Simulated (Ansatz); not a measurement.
# SnSe: the cost of one run

Program: Ansatz 0.2.0. Level of theory: DFT PBEsol, scalar-relativistic. These are calculated values, not measurements.

## (1) The system as given

Symmetry: Fm-3m, No. 225, cubic system. The conventional cell has a = 6.020 Å, b = 6.020 Å, c = 6.020 Å, α = 90.00°, β = 90.00°, γ = 90.00°. Around Sn (site symmetry m-3m) lie 6 Se at 3.01 Å. Se (site symmetry m-3m) has 6 Sn at 3.01 Å as nearest neighbours.

Coordinates:

```cif
data_structure
_symmetry_space_group_name_H-M 'Fm-3m'
_symmetry_Int_Tables_number 225
_cell_length_a 6.0200
_cell_length_b 6.0200
_cell_length_c 6.0200
_cell_angle_alpha 90.000
_cell_angle_beta 90.000
_cell_angle_gamma 90.000
_cell_volume 218.17
loop_
_atom_site_label
_atom_site_type_symbol
_atom_site_symmetry_multiplicity
_atom_site_Wyckoff_symbol
_atom_site_fract_x
_atom_site_fract_y
_atom_site_fract_z
_atom_site_occupancy
Sn1 Sn 4 a 0.00000 0.00000 0.00000 1
Se1 Se 4 b 0.50000 0.00000 0.00000 1
```

The file gives the conventional cell by its symmetry; the runs use the cell typed in the input.

Atoms are numbered in the order of the input: Sn1, Se2.

## (2) The deformed structure

Space group Fm-3m before, R-3m after.

## (3) LAPW, all electrons

Input file input.yaml:

```yaml
crystal:
  lattice:
    - [0.0301, 3.02505, 3.02505]
    - [3.02505, 0.0301, 3.02505]
    - [3.02505, 3.02505, 0.0301]
  atoms:
    - { symbol: Sn, position: [0.0, 0.0, 0.0] }
    - { symbol: Se, position: [0.5, 0.5, 0.5] }
kpoints:
  mp_grid: { grid: [7, 7, 7] }
  band_path:
    path:
      - [0.0, 0.0, 0.0]
      - [0.5, 0.5, 0.5]
      - [0.247543133, 0.5, 0.752456867]
      - [-0.247543133, 0.247543133, 0.5]
      - [0.0, 0.0, 0.5]
      - [0.0, 0.0, 0.0]
      - [-0.3737715665, 0.0, 0.3737715665]
      - [0.0, 0.3737715665, 0.6262284335]
      - [0.0, 0.5, 0.5]
    npoints: 5
scf:
  occupations: { method: fermi_dirac, width: 0.01 }
hamiltonian:
  xc: pbesol
  pseudopotentials: { kind: all_electron, lapw: { basis_error: 0.0005 } }
output:
  forces: true
  stress: true
  eigenvalues: true
```

The run is started by

```console
$ ansatz run input.yaml --threads 1 --pin off --max-ram 3072MiB --backend cpu --events-out ev --progress --plain --runs-dir out
```

**Question.** How long does this run take on 1 thread of Arm Neoverse V2, shared host, and how much memory does it need?

About 16 s, with a peak of 0.34 GiB.
